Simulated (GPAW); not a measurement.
A run of GPAW 26.7.0 is set up as follows.

The input run.py:

```python
from ase import Atoms
from ase.eos import EquationOfState
from ase.io import Trajectory
from ase.units import GPa
from gpaw import GPAW, PW

atoms = Atoms(['Ba', 'Ti', 'O', 'O', 'O'],
              cell=[[3.9855, 0.0, 0.0],
                    [0.0, 2.8369, 2.84515],
                    [0.0, -2.8369, 2.84515]],
              scaled_positions=[[0.0, 0.0, 0.0],
                                [0.5, 0.5124, 0.5124],
                                [0.5, 0.99184, 0.50524],
                                [0.5, 0.50524, 0.99184],
                                [0.0, 0.4874, 0.4874]],
              pbc=True)

traj = Trajectory('eos.traj', 'w')
volumes, energies = [], []
for x in [0.94, 0.96, 0.98, 1.0, 1.02, 1.04, 1.06]:
    a = atoms.copy()
    a.set_cell(atoms.cell * x**(1 / 3), scale_atoms=True)
    calc = GPAW(mode=PW(800),
                xc='LDA',
                kpts={'size': (5, 5, 5), 'gamma': True},
                occupations={'name': 'fermi-dirac', 'width': 0.05},
                nbands=36,
                convergence={'density': 1e-05, 'energy': 1e-05},
                maxiter=150,
                txt=f'eos-{x:.2f}.txt')
    a.calc = calc
    energies.append(a.get_potential_energy(force_consistent=True))
    volumes.append(a.get_volume())
    p = -a.get_stress()[:3].mean() / GPa
    calc.write(f'eos-{x:.2f}.gpw')
    traj.write(a)
    print(f'{x:.2f} {volumes[-1]:10.4f} A^3 {energies[-1]:14.6f} eV {p:9.3f} GPa', flush=True)

v0, e0, B = EquationOfState(volumes, energies, eos='birchmurnaghan').fit()
print(f'V0 = {v0:.4f} A^3, E0 = {e0:.6f} eV, B0 = {B / GPa:.2f} GPa')
```

Potentials or basis: the program's PAW data sets (release 1.2.1) made for this functional, pw.

Launch:

```bash
$ OMP_NUM_THREADS=1 python run.py
```

Q: Predict the bulk modulus at fixed shape and positions.

A: 192 GPa.

Q: Estimate the pressure derivative of the bulk modulus.

A: 4.6.

Energy against volume, from the lowest point:
```
volume (Å³/atom)  energy (meV/atom)
          12.095               3.54
          12.353               0.00
          12.610               2.91
          12.867              11.58
          13.125              25.39
          13.382              43.77
          13.639              66.20
```

Caveat: the cell was scaled at fixed shape and fractional positions, which overstates the stiffness of a crystal with free parameters, most of all of layers and chains. The run has no spin-orbit coupling, so splittings on Ba are missing.
